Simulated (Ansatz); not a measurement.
# Sc (Fm-3m) in Ansatz: a series of runs

One crystal, Sc, is run at these levels: RPBE+D3(BJ), PBEsol+D3(BJ); tasks: single point.

Program: Ansatz 0.2.0. These are calculated values, not measurements. Logs are shortened: lines on timing, memory, paths and dates and some standing lists are left out, and cuts for length are marked.

**1. The undisturbed crystal**

Symmetry: Fm-3m, No. 225, cubic system. The conventional cell has a = 4.520 Å, b = 4.520 Å, c = 4.520 Å, α = 90.00°, β = 90.00°, γ = 90.00°. Sc (site symmetry m-3m) is surrounded by 12 Sc at 3.20 Å.

This isn't the form of Sc at room conditions, which is hcp.

**2. Single point, RPBE+D3(BJ) (volume scaled by 1.15)**

input.yaml

```yaml
crystal:
  lattice:
    - [0.0, 2.3677783902, 2.3677783902]
    - [2.3677783902, 0.0, 2.3677783902]
    - [2.3677783902, 2.3677783902, 0.0]
  atoms:
    - { symbol: Sc, position: [0.0, 0.0, 0.0] }
hamiltonian:
  xc: rpbe
  pseudopotentials: { kind: paw, accuracy: stringent }
  dispersion: d3bj
kpoints:
  mp_grid: { grid: [10, 10, 10] }
scf:
  occupations: { method: fermi_dirac, width: 0.15 }
output:
  forces: true
  stress: true
  eigenvalues: true
  write_density: true
  write_potential: true
  elf: true
  volumetric_format: npy
```

Potentials or basis: SSSP precision PAW.

Launch:

```bash
$ ansatz run input.yaml --threads 1 --pin off --max-ram 2560MiB --backend cpu --events-out ev --progress --plain --runs-dir out
```

The program printed:

```text
Warning: The stringent table, which hamiltonian.pseudopotentials names, holds the potential of the library's standard table for Sc (one content_sha256, or a second file that the publisher made of the same generator input, which states another). The run takes no other species from the library, so that hamiltonian.pseudopotentials.accuracy: standard would change no potential of it. The deck needs no change, but a comparison with a run at hamiltonian.pseudopotentials.accuracy: standard does not test the potential of Sc. With hamiltonian.pseudopotentials.accuracy and source left out a run reads another potential of Sc, from this project's own files. To test it, run on another potential, such as that of hamiltonian.pseudopotentials: {kind: paw}
Warning: RAYON_NUM_THREADS=1 ignored (pool sized by the plan → 1); use --threads N
Engine: ansatz 0.2.0, aarch64-unknown-linux-gnu
Pseudopotentials: kind: paw
Pseudopotential: Sc, paw, valence charge 11, recommended cutoff 1224.512381 eV (normal), Sc.paw.azcp
Functional definition: RPBE
  parameter kappa = 0.804
  parameter beta = 0.06672455060314922
  exchange = rpbe_x(kappa = kappa, mu = beta*pi^2/3)
  correlation = pbe_c(beta = beta)
Crystal: 1 atoms, lattice volume = 26.549 Å³
Basis set: ecut = 1224.512381 eV, 2637 PW (Γ), exchange–correlation on 128×128×128 points (8 copies of the dense FFT grid, shifted against one another)
Bands: 10, of which v1, the nominal top of the filled ones, is band 6 counted from 1 (5 counted from 0)
Symmetry: 48 space group operations
Space group: Fm-3m (ITA 225), of the structure as read, at distance tolerance 3.0e-5 Å
k-points: 47 of 1000
Non-local potential: Sc, projectors of the file, l = 0: 2, l = 1: 2, l = 2: 2
PAW form: compensated (Kresse and Joubert's): semilocal exchange-correlation on the pseudo side sees the compensation charge
PAW frozen core: Sc, regenerated for the run's functional, and the local potential with it (the file was generated under x = pbe(κ = 0.804, μ = 0.2195149727645171), c = pbe(β = 0.06672455060314922))
PAW one-centre angular grid: Sc, 590 points (default); XC on 64 Gauss nodes
Initial density: superposition of atomic densities (chi_scale 0.1, normalization cell)
Initial wavefunctions: pseudopotential atomic-orbital guess
Functional: x = rpbe, c = pbe(β = 0.06672455060314922)
SCF iter   1: F=—  HF=-2141.932638 eV  |F-HF|=—  |Δ(HF+E_count)|=         —  Δρ=2.18e-2  dr2=1.80e-1  ethr=3.10e-3  ⟨swp⟩=4.2  Hψ=2465  notcnv=0
preconditioner: auto → none  [metal: Δε(μ)=0.057 eV  Ē_g=3.873 eV  σ=0.150 eV  W_gap=0.09  n_scr=8 (ndim 8)  ℏωp=12.5 eV  f_vac=0.000  D(μ)=1.91/eV (n_scr^D=14)  sad-step TF]
SCF iter   2: F=—  HF=-2141.893647 eV  |F-HF|=—  |Δ(HF+E_count)|=   3.90e-2  Δρ=1.06e-2  dr2=4.43e-2  ethr=1.63e-3  ⟨swp⟩=2.0  Hψ=1003  notcnv=0
SCF iter   3: F=—  HF=-2141.887145 eV  |F-HF|=—  |Δ(HF+E_count)|=   6.50e-3  Δρ=1.66e-3  dr2=7.55e-4  ethr=4.03e-4  ⟨swp⟩=2.6  Hψ=800  notcnv=0
SCF iter   4: F=—  HF=-2141.887312 eV  |F-HF|=—  |Δ(HF+E_count)|=   1.67e-4  Δρ=1.69e-4  dr2=2.60e-6  ethr=6.87e-6  ⟨swp⟩=2.4  Hψ=710  notcnv=0
SCF iter   5: F=—  HF=-2141.887367 eV  |F-HF|=—  |Δ(HF+E_count)|=   5.52e-5  Δρ=1.72e-5  dr2=7.45e-8  ethr=9.09e-10  ⟨swp⟩=10.0  Hψ=3632  notcnv=0
SCF iter   6: F=-2141.887367 eV  HF=-2141.887367 eV  |F-HF|=4.03e-10  |Δ(HF+E_count)|=   2.55e-8  Δρ=1.29e-6  dr2=5.45e-10  ethr=6.77e-10  ⟨swp⟩=6.0  Hψ=2589  notcnv=0
SCF 1 converged in 6 iterations: F = -2141.887367 eV  dr2 = 5.45e-10
SCF converged after 6 iterations
Free energy (F): -2141.887367 eV
Harris-Foulkes:  -2141.887367 eV  (|F-HF|=4.03e-10)
Internal energy: -2141.740019 eV  (E = F + TS)
E sigma→0 (E₀):  -2141.813693 eV
Entropy (-TS):   -0.147348 eV (-147.348 meV/atom)
Fermi energy:    8.593350 eV
--- Per-component energies (eV) ---
  E_band       = -178.670394
  E_kinetic    = 499.087047
  E_local      = -809.679117  (includes V_loc(G=0)·N_el)
  E_nonlocal   = -220.868495
  E_hartree    = 298.476223
  E_xc         = -240.680586
  E_vxc        = -226.389057  (∫ρ·V_xc dr)
  E_paw        = -822.574088  (= ΣΔE_a)
  E_vpaw       = -17.772468  (= ΣTr[D̂ρ^β])
  E_aug_tail   = -0.000021  (compensation charges beyond the density's cutoff)
  E_ewald      = -843.455941
  E_disp       = -1.992986  (pairwise vdW)
  E_core_change = -0.052055  (= ΣΔE_core)
  E_smearing   = -0.147348  (= −TS)
  E_closure    = -0.000000  (closes the sum)
  Σ components = -2141.887367   (vs F -2141.887367, Δ=0.00e0)
--- Forces (eV/Å), atoms counted from 1 ---
  atom   1  Sc     0.00000000    -0.00000000     0.00000000
  max |Σ_I F_I| component: 4.27e-31 eV/Å
--- Stress (GPa, compression-positive) ---
      -19.666780      -0.000000      -0.000000
       -0.000000     -19.666780      -0.000000
       -0.000000       0.000000     -19.666780
  P = ⅓ Tr σ = -19.6668 GPa (-196.668 kbar)
--- Band table (eV; the first three rows and the last of 47) ---
  k-point 0: bands = ["-41.2023", "-19.5853", "-19.5853", "-19.5853", "3.5414", "10.0846", "10.0846", "10.0846", "11.3311", "11.3311"]
  k-point 1: bands = ["-41.1983", "-19.6146", "-19.5892", "-19.5892", "3.7760", "9.9185", "10.1649", "10.1649", "11.2791", "11.2791"]
  k-point 2: bands = ["-41.1879", "-19.6905", "-19.5993", "-19.5993", "4.4440", "9.5215", "10.2843", "10.2843", "11.2683", "11.2683"]
  k-point 46: bands = ["-41.1469", "-19.8069", "-19.7534", "-19.6960", "7.9117", "8.5191", "9.0771", "11.0478", "12.3265", "14.1973"]
```

rho_z.tsv:

```text
# z_ang	rho[e/angstrom^3]
# format = ansatz-planar-average/11
# lattice	0.000000000	2.367778390	2.367778390
# lattice	2.367778390	0.000000000	2.367778390
# lattice	2.367778390	2.367778390	0.000000000
# sites	1
# site	21	0.000000000	0.000000000	0.000000000
0.000000	9.857146e-1
0.052321	9.765659e-1
0.104642	9.525002e-1
0.156963	9.215282e-1
0.209284	8.913786e-1
0.261605	8.648863e-1
[... 56 lines left out ...]
3.243902	9.525002e-1
3.296223	9.765659e-1
```

Wall time 3.4 s (1 thread of Arm Neoverse V2, shared host); peak memory 0.55 GiB.

What came out:

| Item | Value |
| --- | --- |
| Free energy | -2141.8874 eV |
| Pressure | -19.7 GPa |
| Band gap on the k mesh | none (metal or under the smearing width) |

Caveat: pairwise dispersion overbinds metals, which lowers pressure and volume.

**3. Single point, PBEsol+D3(BJ) (cell strained at random at fixed volume)**

input.yaml

```yaml
crystal:
  lattice:
    - [-0.021496, 2.18112, 2.246436]
    - [2.28897, -0.020239, 2.245179]
    - [2.312642, 2.203535, -0.043911]
  atoms:
    - { symbol: Sc, position: [0.0, 0.0, 0.0] }
hamiltonian:
  xc: pbesol
  pseudopotentials: { kind: paw, accuracy: standard, xc_functional: pbe }
  dispersion: d3bj
kpoints:
  mp_grid: { grid: [8, 8, 8] }
scf:
  occupations: { method: fermi_dirac, width: 0.05 }
output:
  forces: true
  stress: true
  eigenvalues: true
```

Potentials or basis: SSSP efficiency PAW.

Launch:

```bash
$ ansatz run input.yaml --threads 1 --pin off --max-ram 2560MiB --backend cpu --events-out ev --progress --plain --runs-dir out
```

Wall time 10 s (1 thread of Arm Neoverse V2, shared host); peak memory 0.72 GiB.

It converged, with:

- Free energy: -2111.4752 eV
- Pressure: -1.9 GPa
- Band gap on the k mesh: none (metal or under the smearing width)

Stress tensor (GPa, compression positive):
```
-2.75  0.06  0.60
 0.06 -0.99  0.73
 0.60  0.73 -1.95
```

Levels at points of the mesh, in eV from the Fermi level:
| k point | band 3 | band 4 | band 5 | band 6 | band 7 | band 8 |
| --- | --- | --- | --- | --- | --- | --- |
| (0.00, 0.00, 0.00) | -27.52 | -27.51 | -5.32 | 1.46 | 1.66 | 1.87 |
| (0.00, 0.00, -0.50) | -27.59 | -27.56 | -1.90 | 0.22 | 1.40 | 1.75 |
| (0.00, -0.50, 0.00) | -27.60 | -27.57 | -1.86 | 0.36 | 1.25 | 1.83 |
| (0.00, -0.50, -0.50) | -27.69 | -27.66 | -1.71 | -0.68 | 1.81 | 4.15 |
| (-0.50, 0.00, 0.00) | -27.60 | -27.57 | -1.86 | 0.37 | 1.50 | 1.59 |
| (-0.50, 0.00, -0.50) | -27.73 | -27.70 | -1.64 | -0.80 | 2.55 | 4.14 |
| (-0.50, -0.50, 0.00) | -27.72 | -27.67 | -1.68 | -0.71 | 2.10 | 4.11 |
| (-0.50, -0.50, -0.50) | -27.61 | -27.58 | -1.83 | 0.50 | 1.31 | 1.69 |

Caveat: pairwise dispersion overbinds metals, which lowers pressure and volume.

**4. Single point, RPBE+D3(BJ) (volume scaled by 1.15)**

input.yaml

```yaml
crystal:
  lattice: { a: 4.73555678, b: 4.73555678, c: 4.73555678, alpha: 90.0, beta: 90.0, gamma: 90.0 }
  space_group: 225
  reduce_to_primitive: true
  atoms:
    - { symbol: Sc, wyckoff: "4a", position: [0.0, 0.0, 0.0] }
hamiltonian:
  xc: rpbe
  pseudopotentials: { kind: paw, accuracy: stringent }
  dispersion: d3bj
kpoints:
  mp_grid: { grid: [10, 10, 10] }
scf:
  occupations: { method: fermi_dirac, width: 0.15 }
output:
  forces: true
  stress: true
  eigenvalues: true
```

Potentials or basis: SSSP precision PAW.

Launch:

```bash
$ ansatz run input.yaml --threads 1 --pin off --max-ram 2560MiB --backend cpu --events-out ev --progress --plain --runs-dir out
```

It took 2.5 s on 1 thread of Arm Neoverse V2, shared host; peak memory 0.55 GiB.

It converged, with:

```yaml
Free_energy: -2141.8874 eV
Pressure: -19.7 GPa
Band_gap_on_the_k_mesh: none (metal or under the smearing width)
```

Levels at points of the mesh, in eV from the Fermi level:
```tsv
k point	band 2	band 3	band 4	band 5	band 6	band 7	band 8	band 9
(0.00, 0.00, 0.00)	-28.18	-28.18	-28.18	-5.05	1.49	1.49	1.49	2.74
(0.00, 0.00, -0.50)	-28.48	-28.22	-28.22	-1.68	0.06	1.40	1.40	3.53
(0.00, -0.50, -0.50)	-28.46	-28.29	-28.29	-1.38	-0.52	1.65	3.53	3.73
```

Caveat: pairwise dispersion overbinds metals, which lowers pressure and volume.
